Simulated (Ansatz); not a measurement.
**Eu: the crystal squeezed far**

One table from this session's results is given with a row withheld; the runs are named, their logs left out.

Program: Ansatz 0.2.0. Level of theory: DFT PBE, with the methods named in each step. These are calculated values, not measurements.

2 further runs of the same task are left out: 2 that didn't finish. Runs told in other sessions of the task aren't counted.

## The starting structure

The structure is cubic, space group Pm-3m (No. 221). The conventional cell has a = 3.505 Å, b = 3.505 Å, c = 3.505 Å, α = 90.00°, β = 90.00°, γ = 90.00°. Eu (site symmetry m-3m) has 6 Eu at 3.50 Å in its first shell of neighbours.

Coordinates:

```cif
data_structure
_symmetry_space_group_name_H-M 'P 1'
_symmetry_Int_Tables_number 1
_cell_length_a 3.5047
_cell_length_b 3.5047
_cell_length_c 3.5047
_cell_angle_alpha 90.000
_cell_angle_beta 90.000
_cell_angle_gamma 90.000
_cell_volume 43.05
loop_
_atom_site_label
_atom_site_type_symbol
_atom_site_fract_x
_atom_site_fract_y
_atom_site_fract_z
_atom_site_occupancy
Eu1 Eu 0.00000 0.00000 0.00000 1
```

Whether this phase is the stable one at these pressures isn't tested.

Set-up of the first run:

Contents of input.yaml:

```yaml
crystal:
  lattice:
    - [3.504655474, 0.0, 0.0]
    - [0.0, 3.504655474, 0.0]
    - [0.0, 0.0, 3.504655474]
  atoms:
    - { symbol: Eu, position: [0.0, 0.0, 0.0], spin: 7.0 }
magnetization:
  spin_polarized: true
kpoints:
  mp_grid: { grid: [11, 11, 11] }
  band_path:
    path:
      - [0.0, 0.0, 0.0]
      - [0.0, 0.5, 0.0]
      - [0.5, 0.5, 0.0]
      - [0.0, 0.0, 0.0]
      - [0.5, 0.5, 0.5]
      - [0.0, 0.5, 0.0]
      - [0.5, 0.5, 0.5]
      - [0.5, 0.5, 0.0]
    npoints: 14
scf:
  occupations: { method: fermi_dirac, width: 0.1 }
hamiltonian:
  xc: pbe
  pseudopotentials: { kind: all_electron, lapw: { basis_error: 0.001 } }
output:
  forces: true
  stress: true
  eigenvalues: true
  populations: true
  dos: { projected: true, de: 0.2, e_range: [-14, 8] }
```

The run is started by

```
$ ansatz run input.yaml --threads 1 --pin off --max-ram 3072MiB --backend cpu --events-out ev --progress --plain --runs-dir out
```

Steps of the session up to this table: The reference volume, LAPW; Volume scaled by 1, crystal datasets; Volume scaled by 0.9, LAPW; Volume scaled by 0.8, LAPW; Volume scaled by 0.7, LAPW; Volume scaled by 0.6, LAPW; Volume scaled by 0.5, LAPW; Volume scaled by 0.4, LAPW; Volume scaled by 0.4, crystal datasets.

One of the session's tables, all rows but one given; the rest of the session is left out.

| method | volume over the first | volume (Å³/atom) | pressure (GPa) | moment Eu (μB) |
| --- | --- | --- | --- | --- |
| LAPW | 1 | 43.046 | 0.05 | 7.09 |
| LAPW | 0.9 | 38.742 | 1.28 | 7.05 |
| LAPW | 0.8 | 34.437 | 3.40 | 7.02 |
| LAPW | 0.7 | ? | ? | ? |
| LAPW | 0.6 | 25.828 | 14.75 | 7.00 |
| LAPW | 0.5 | 21.523 | 29.38 | 6.90 |
| LAPW | 0.4 | 17.219 | 59.52 | 6.58 |
| PAW | 1 | 43.046 | 0.00 | 7.01 |
| PAW | 0.9 | 38.742 | 1.21 | 6.96 |
| PAW | 0.8 | 34.437 | 3.31 | 6.92 |
| PAW | 0.7 | 30.132 | 7.16 | 6.90 |
| PAW | 0.6 | 25.828 | 14.63 | 6.86 |
| PAW | 0.5 | 21.523 | 29.17 | 6.76 |
| PAW | 0.4 | 17.219 | 59.07 | 6.45 |
| PAW (level accurate) | 0.8 | 34.437 | 3.40 | 6.93 |
| PAW (level accurate) | 0.4 | 17.219 | 59.54 | 6.46 |
| crystal datasets | 1 | 43.046 | 0.05 | 7.01 |
| crystal datasets | 0.4 | 17.219 | 59.52 | 6.46 |

Estimate the missing values for LAPW, 0.7.

The run gave: volume (Å³/atom): 30.132; pressure (GPa): 7.26; moment Eu (μB): 7.01.

To keep in mind: Other magnetic orders may lie lower; this is the state that the run reached. Warnings in the runs' records: crystal datasets made, written density without core change.
